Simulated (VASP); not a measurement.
# C in VASP: settings compared

The runs below take C through band structure, with r2SCAN, LDA.

All numbers are computed with VASP 6.6.1; they aren't measurements. Logs are shortened: lines on timing, memory, paths and dates and some standing lists are left out, and cuts for length are marked.

## Step 1: The slab as given

The cell holds a slab with vacuum, 2 atoms: a = 2.466 Å, b = 2.466 Å, c = 18.034 Å, α = 90.00°, β = 90.00°, γ = 120.00°.

The slab is cut from a database's or a generator's crystal, which needn't be the stable form of the element.

## Step 2: Band structure, r2SCAN

File INCAR:

```
SYSTEM = C
ALGO     = All            ! electronic algorithm
AMIN     = 0.01         
DIPOL    = 0.5 0.5 0.500
EDIFF    = 1E-7           ! SCF threshold, eV
ENCUT    = 520            ! plane-wave cutoff, eV
IDIPOL   = 3            
ISIF     = 2              ! what is computed and relaxed
ISMEAR   = 0              ! smearing method
LASPH    = .TRUE.         ! aspherical terms in the spheres
LCHARG   = .FALSE.        ! write CHGCAR
LDIPOL   = .TRUE.       
LMIXTAU  = .TRUE.       
LREAL    = .FALSE.        ! projectors in reciprocal space
LVACPOTAV= .TRUE.       
LVHAR    = .TRUE.       
LWAVE    = .FALSE.        ! write WAVECAR
METAGGA  = R2SCAN         ! meta-GGA
NBANDS   = 11             ! bands
NELM     = 120            ! most SCF steps
PREC     = Accurate       ! precision mode
SIGMA    = 0.03           ! smearing width, eV
```

File KPOINTS:

```
k-points
0
G
  15 15 1
  0 0 0
```

File POSCAR:

```
C                                       
1.0
    2.4660722287      0.0000000000      0.0000000000
   -1.2330361144      2.1356812003      0.0000000000
    0.0000000000      0.0000000000     18.0339500000
  C             
     2
Direct
     0.0000000000000000    0.0000000000000000    0.5000006526678646
     0.6666666699999979    0.3333333300000021    0.4999993473321354
```

File KPOINTS_OPT:

```
explicit points
67
Reciprocal
 0.0000000000  0.0000000000  0.0000000000 1
 0.0357142900  0.0000000000  0.0000000000 1
 0.0714285700  0.0000000000  0.0000000000 1
 0.1071428600  0.0000000000  0.0000000000 1
 0.1428571400  0.0000000000  0.0000000000 1
 0.1785714300  0.0000000000  0.0000000000 1
 0.2142857100  0.0000000000  0.0000000000 1
 0.2500000000  0.0000000000  0.0000000000 1
 0.2857142900  0.0000000000  0.0000000000 1
 0.3214285700  0.0000000000  0.0000000000 1
 0.3571428600  0.0000000000  0.0000000000 1
 0.3928571400  0.0000000000  0.0000000000 1
 0.4285714300  0.0000000000  0.0000000000 1
 0.4642857100  0.0000000000  0.0000000000 1
 0.5000000000  0.0000000000  0.0000000000 1
 0.4791666700  0.0416666700  0.0000000000 1
 0.4583333300  0.0833333300  0.0000000000 1
 0.4375000000  0.1250000000  0.0000000000 1
 0.4166666700  0.1666666700  0.0000000000 1
 0.3958333300  0.2083333300  0.0000000000 1
 0.3750000000  0.2500000000  0.0000000000 1
 0.3541666700  0.2916666700  0.0000000000 1
 0.3333333300  0.3333333300  0.0000000000 1
 0.3137254900  0.3137254900  0.0000000000 1
 0.2941176500  0.2941176500  0.0000000000 1
 0.2745098000  0.2745098000  0.0000000000 1
 0.2549019600  0.2549019600  0.0000000000 1
 0.2352941200  0.2352941200  0.0000000000 1
 0.2156862700  0.2156862700  0.0000000000 1
 0.1960784300  0.1960784300  0.0000000000 1
 0.1764705900  0.1764705900  0.0000000000 1
 0.1568627500  0.1568627500  0.0000000000 1
 0.1372549000  0.1372549000  0.0000000000 1
 0.1176470600  0.1176470600  0.0000000000 1
 0.0980392200  0.0980392200  0.0000000000 1
 0.0784313700  0.0784313700  0.0000000000 1
 0.0588235300  0.0588235300  0.0000000000 1
 0.0392156900  0.0392156900  0.0000000000 1
 0.0196078400  0.0196078400  0.0000000000 1
 0.0000000000  0.0000000000  0.0000000000 1
 0.0000000000  0.0000000000  0.0000000000 1
 0.0047173500 -0.0023586800  0.0000000000 1
-0.0047173500  0.0023586800  0.0000000000 1
 0.0137589400 -0.0068794700  0.0000000000 1
-0.0137589400  0.0068794700  0.0000000000 1
-0.0000000000  0.0040853500  0.0000000000 1
 0.0000000000 -0.0040853500  0.0000000000 1
-0.0000000000  0.0119156000  0.0000000000 1
 0.0000000000 -0.0119156000  0.0000000000 1
 0.5000000000  0.0000000000  0.0000000000 1
 0.5047173500 -0.0023586800  0.0000000000 1
 0.4952826500  0.0023586800  0.0000000000 1
 0.5137589400 -0.0068794700  0.0000000000 1
 0.4862410600  0.0068794700  0.0000000000 1
 0.5000000000  0.0040853500  0.0000000000 1
 0.5000000000 -0.0040853500  0.0000000000 1
 0.5000000000  0.0119156000  0.0000000000 1
 0.5000000000 -0.0119156000  0.0000000000 1
 0.3333333300  0.3333333300  0.0000000000 1
 0.3380506800  0.3309746500  0.0000000000 1
 0.3286159800  0.3356920100  0.0000000000 1
 0.3470922700  0.3264538600  0.0000000000 1
 0.3195743900  0.3402128000  0.0000000000 1
 0.3333333300  0.3374186800  0.0000000000 1
 0.3333333300  0.3292479800  0.0000000000 1
 0.3333333300  0.3452489300  0.0000000000 1
 0.3333333300  0.3214177300  0.0000000000 1
```

Potentials or basis: VASP PAW PBE potentials, release 64 (C).

Launch:

```sh
$ cat potpaw_PBE.64/C/POTCAR > POTCAR
$ mpirun -np 1 vasp_std > vasp.out
```

OUTCAR:

```text
SYSTEM = C
   EDIFF = 1E-7
   ENCUT = 520
   ISIF = 2
   ISMEAR = 0
   LASPH = .TRUE.
   LREAL = .FALSE.
   METAGGA = R2SCAN
   NELM = 120
   PREC = Accurate

 ion  position               nearest neighbor table
   1  0.000  0.000  0.500-   2 1.42   2 1.42   2 1.42
   2  0.667  0.333  0.500-   1 1.42   1 1.42   1 1.42

  LATTYP: Found a hexagonal cell.
 ALAT       =     2.4660722287
 C/A-ratio  =     7.3128231161

  Lattice vectors:

 A1 = (   2.4660722287,   0.0000000000,   0.0000000000)
 A2 = (  -1.2330361144,   2.1356812003,   0.0000000000)
 A3 = (   0.0000000000,   0.0000000000,  18.0339500000)

Analysis of symmetry for initial positions (statically):
=====================================================================
 Subroutine PRICEL returns:
 Original cell was already a primitive cell.

 Routine SETGRP: Setting up the symmetry group for a
 hexagonal supercell.

 Subroutine GETGRP returns: Found 24 space group operations
 (whereof 12 operations were pure point group operations)
 out of a pool of 24 trial point group operations.

The static configuration has the point symmetry D_3h.
 The point group associated with its full space group is D_6h.

Analysis of symmetry for dynamics (positions and initial velocities):
=====================================================================
 Subroutine PRICEL returns:
 Original cell was already a primitive cell.

 Routine SETGRP: Setting up the symmetry group for a
 hexagonal supercell.

 Subroutine GETGRP returns: Found 24 space group operations
 (whereof 12 operations were pure point group operations)
 out of a pool of 24 trial point group operations.

The dynamic configuration has the point symmetry D_3h.
 The point group associated with its full space group is D_6h.

 Subroutine INISYM returns: Found 24 space group operations
 (whereof 12 operations are pure point group operations),
 and found     1 'primitive' translations

----------------------------------------------------------------------------------------

                                     Primitive cell

  volume of cell :      94.9802

  direct lattice vectors                    reciprocal lattice vectors
     2.466072229  0.000000000  0.000000000     0.405503127  0.234117339  0.000000000
    -1.233036114  2.135681200  0.000000000     0.000000000  0.468234678  0.000000000
     0.000000000  0.000000000 18.033950000     0.000000000  0.000000000  0.055450969

  length of vectors
     2.466072229  2.466072231 18.033950000     0.468234679  0.468234678  0.055450969

  position of ions in fractional coordinates (direct lattice)
     0.000000000  0.000000000  0.500000653
     0.666666670  0.333333330  0.499999347

  ion indices of the primitive-cell ions
   primitive index   ion index
                 1           1
                 2           2

----------------------------------------------------------------------------------------

 KPOINTS: k-points

Automatic generation of k-mesh.
 Grid dimensions read from file:
 generate k-points for:   15   15    1

 Generating k-lattice:

  Cartesian coordinates                     Fractional coordinates (reciprocal lattice)
     0.027033542  0.015607823  0.000000000     0.066666667  0.000000000  0.000000000
     0.000000000  0.031215645  0.000000000     0.000000000  0.066666667  0.000000000
     0.000000000  0.000000000  0.055450969     0.000000000  0.000000000  1.000000000

  Length of vectors
     0.031215645  0.031215645  0.055450969

  Shift w.r.t. Gamma in fractional coordinates (k-lattice)
     0.000000000  0.000000000  0.000000000

 Subroutine IBZKPT returns following result:
 ===========================================

 Found     27 irreducible k-points:

 Following reciprocal coordinates:
            Coordinates               Weight
  0.000000  0.000000  0.000000      1.000000
  0.066667 -0.000000  0.000000      6.000000
  0.133333 -0.000000  0.000000      6.000000
  0.200000 -0.000000  0.000000      6.000000
  0.266667 -0.000000  0.000000      6.000000
  0.333333 -0.000000  0.000000      6.000000
[... 16 lines left out ...]
  0.333333  0.200000  0.000000     12.000000
  0.400000  0.200000  0.000000      6.000000
 [... further k-points ...]
   k-points           NKPTS =     27   k-points in BZ     NKDIM =     27   number of bands    NBANDS=     11
   number of dos      NEDOS =    301   number of ions     NIONS =      2
   total plane-waves  NPLWV =  45360
   dimension x,y,z NGX =    18 NGY =   18 NGZ =  140
   dimension x,y,z NGXF=    36 NGYF=   36 NGZF=  280
   ions per type =               2
   NGX,Y,Z   is equivalent  to a cutoff of  12.13, 12.13, 12.91 a.u.
   NGXF,Y,Z  is equivalent  to a cutoff of  24.27, 24.27, 25.81 a.u.
 SYSTEM =  C
   PREC   = accura    normal or accurate (medium, high low for compatibility)
   ISTART =      0    job   : 0-new  1-cont  2-samecut
   ICHARG =      2    charge: 1-file 2-atom 10-const
   ISPIN  =      1    spin polarized calculation?
   LNONCOLLINEAR =      F non collinear calculations
   LSORBIT =      F    spin-orbit coupling
   LASPH  =      T    aspherical Exc in radial PAW
   ENCUT  =  520.0 eV  38.22 Ry    6.18 a.u.   4.59  4.59 33.53*2*pi/ulx,y,z
   NELM   =    120;   NELMIN=  2; NELMDL= -5     # of ELM steps
   EDIFF  = 0.1E-06   stopping-criterion for ELM
   LREAL  =      F    real-space projection
   EDIFFG = 0.1E-05   stopping-criterion for IOM
   NSW    =      0    number of steps for IOM
   IBRION =     -1    ionic relax: 0-MD 1-quasi-New 2-CG
   NFREE  =      0    steps in history (QN), initial steepest desc. (CG)
   ISIF   =      2    stress and relaxation
   ISYM   =      2    0-nonsym 1-usesym 2-fastsym
   POTIM  = 0.5000    time-step for ionic-motion
   TEBEG  =    0.0;   TEEND  =   0.0 temperature during run
   PSTRESS=    0.0 pullay stress
   NELECT =       8.0000    total number of electrons
   NUPDOWN=      -1.0000    fix difference up-down
   EMIN   =  10.00;   EMAX   =-10.00  energy-range for DOS
   EFERMI =   0.00;   METHOD = LEGACY
   ISMEAR =     0;   SIGMA  =   0.03  broadening in eV -4-tet -1-fermi 0-gaus
   EFERMI_NEDOS =   21; number of points for ismear=-14 and -15
   IALGO  =     58    algorithm
   IMIX   =      4    mixing-type and parameters
     AMIX     =   0.40;   BMIX     =  1.00
     AMIX_MAG =   1.60;   BMIX_MAG =  1.00
  volume/ion in A,a.u.               =      47.49       320.48
  Fermi-wavevector in a.u.,A,eV,Ry     =   0.717619  1.356103  7.006684  0.514977
  Thomas-Fermi vector in A             =   1.806345
   LORBIT       =      0    0 simple, 1 ext, 2 COOP (PROOUT), +10 PAW based schemes
   METAGGA = R2SCAN    functional components
   LHFCALC =     F    Hartree Fock is set to
   AEXX    =    0.0000 exact exchange contribution
   IVDW    =     0    specifies the selected vdW correction
   LEPSILON=     F    determine dielectric tensor
   LRPA    =     F    only Hartree local field effects (RPA)
 non-spin polarized calculation
 Gauss-broadening in eV      SIGMA  =   0.03
  energy-cutoff  :      520.00
  volume of cell :       94.98
 maximum number of plane-waves:      2598
   NGX =  9   NGY =  9   NGZ = 67

 number of electron       7.9999997 magnetization

 dipolmoment           0.000000      0.000000      0.000000 electrons x Angstroem

 Free energy of the ion-electron system (eV)
  ---------------------------------------------------
  ext. energy  EPLUGINS =         0.00000000
  ---------------------------------------------------
  free energy    TOTEN  =       -19.83822371 eV

  energy without entropy =      -19.83792281  energy(sigma->0) =      -19.83807326

 E-fermi :  -2.6340     XC(G=0):  -2.3917

 val. band max:       -2.6336511591   @ k =   0.3333   0.3333   0.0000
 cond. band min:      -2.6336507616   @ k =   0.3333   0.3333   0.0000
 fundamental gap:      0.0000003975
 Fermi energy:        -2.6340026950

 k-point     1 :       0.0000    0.0000    0.0000
  band No.  band energies     occupation
      1     -23.4001      2.00000
      2     -10.6944      2.00000
      3      -5.8732      2.00000
      4      -5.8732      2.00000
      5       1.0331      0.00000
      6       1.8080      0.00000
      7       1.9969      0.00000
      8       3.2947      0.00000
      9       3.8110      0.00000
     10       5.9952      0.00000
     11       5.9952      0.00000

 k-point     2 :       0.0667   -0.0000    0.0000
  band No.  band energies     occupation
      1     -23.2891      2.00000
      2     -10.5622      2.00000
      3      -6.3309      2.00000
      4      -6.1091      2.00000
      5       1.1774      0.00000
      6       1.9533      0.00000
      7       2.1429      0.00000
      8       3.4394      0.00000
      9       3.9553      0.00000
     10       6.0522      0.00000
     11       6.4734      0.00000
[... 295 lines left out ...]
 k-point    24 :       0.4000    0.2000    0.0000
  band No.  band energies     occupation
      1     -17.2765      2.00000
      2     -16.1069      2.00000
      3     -12.0000      2.00000
      4      -4.2339      2.00000
      5      -1.2433      0.00000
      6       8.6684      0.00000
      7       9.2519      0.00000
      8       9.8635      0.00000
      9      10.0316      0.00000
     10      10.9719      0.00000
     11      11.1633      0.00000

 [... further k-points ...]

------------------------ aborting loop because EDIFF is reached ----------------------------------------

 vacuum level on the upper side and lower side of the slab       (xc-potential included)        -0.018        -0.018

  FORCE on cell =-STRESS in cart. coord.  units (eV):
  Direction    XX          YY          ZZ          XY          YZ          ZX
  --------------------------------------------------------------------------------------
  -------------------------------------------------------------------------------------
  Total       -0.4609809     -0.4609809     -0.0129949      0.0000000     -0.0000000      0.0000000
  in kB       -7.7760742     -7.7760742     -0.2192053      0.0000000     -0.0000000      0.0000000
  external PRESSURE =      -5.2571179 kB  Pullay stress =       0.0000000 kB

 VOLUME and BASIS-vectors are now :
 -----------------------------------------------------------------------------
  energy-cutoff  :      520.00
  volume of cell :       94.98
      direct lattice vectors                 reciprocal lattice vectors
     2.466072229  0.000000000  0.000000000     0.405503127  0.234117339  0.000000000
    -1.233036114  2.135681200  0.000000000     0.000000000  0.468234678  0.000000000
     0.000000000  0.000000000 18.033950000     0.000000000  0.000000000  0.055450969

 POSITION                                       TOTAL-FORCE (eV/Angst)
 -----------------------------------------------------------------------------------
      0.00000      0.00000      9.01699        -0.000000      0.000000      0.000000
      1.23304      0.71189      9.01696         0.000000     -0.000000      0.000000
 -----------------------------------------------------------------------------------
    total drift:                               -0.000002      0.000001     -0.000000

  FREE ENERGIE OF THE ION-ELECTRON SYSTEM (eV)
  ---------------------------------------------------
  free  energy   TOTEN  =       -19.8382237107 eV

  energy  without entropy=      -19.8379228096  energy(sigma->0) =      -19.83807326

 vacuum level on the upper side and lower side of the slab         1.671         1.671
```

It took 2.9 min on 1 thread of Intel Xeon Platinum 8559C (Emerald Rapids), shared host; peak memory 0.24 GiB.

Results:

```
Free energy                     : -19.8382 eV
Band gap along the path         : none (metal or under the smearing width)
Work function of the upper face : 4.30 eV
Work function of the lower face : 4.30 eV
```

Caveat: the PAW data sets were made with another functional, which shifts forces and pressure a little.

[end of part 1 of 2]
